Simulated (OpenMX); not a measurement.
Runs of OpenMX 3.8.5 on SnO2 (Cassiterite). Symmetry: P4_2/mnm, No. 136, tetragonal system. Conventional cell: a = 4.738 Å, b = 4.738 Å, c = 3.187 Å, α = 90.00°, β = 90.00°, γ = 90.00°. Around Sn (site symmetry mmm) lie 6 O at 2.05 to 2.06 Å. Around O (site symmetry m2m) lie 3 Sn at 2.05 to 2.06 Å. 

| task | level | potentials or basis | spin | k mesh | SCF threshold | max SCF cycles | grid points, held for all volumes | gap on the mesh (eV) | pressure (GPa) | largest force (eV/Å) |
| --- | --- | --- | --- | --- | --- | --- | --- | --- | --- | --- |
| band structure | PBE | OpenMX 2013 PBE set, Sn7.0-s3p2d2, O6.0-s2p2d1, grid cutoff 500 Ry | off | 7 × 7 × 9 | 1e-08 Ha | 100 | - | 0.21 | 17.2 | 0.36 |
| band structure | LDA | OpenMX 2013 LDA set, Sn7.0-s3p2d2, O6.0-s2p2d1, grid cutoff 500 Ry | off | 7 × 7 × 9 | 1e-08 Ha | 100 | - | 0.22 | 6.6 | (c) |
| band structure | PBE | OpenMX 2013 PBE set, Sn7.0-s3p2d1, O6.0-s2p2, grid cutoff 500 Ry | off | 7 × 7 × 9 | 1e-08 Ha | 100 | - | 0.83 | 17.9 | (a) |
| band structure | PBE | OpenMX 2013 PBE set, Sn7.0-s3p2d2, O6.0-s2p2d1, grid cutoff 500 Ry | non-collinear, zero start, SOC | 5 × 5 × 7 | 1e-07 Ha | 100 | - | (b) | - | 0.36 |

Alike in all rows: cell as given; smearing fermi-dirac 0.05 eV.

Q: Fill in the values left out.

A: (a) 0.47; (b) 0.26; (c) 0.25.

Caveats: the basis of atomic orbitals isn't converged, which shifts pressures, moduli and gaps; spin-orbit coupling is left out, which moves the levels of the heavy elements (some runs); so large a pressure means that the cell lies far from this level's equilibrium, or that cutoff or potentials fall short (some runs); total energies with and without spin-orbit coupling shouldn't be compared in this program (some runs).

A k mesh can miss the band edges, and rows without SOC leave out spin-orbit coupling on Sn.
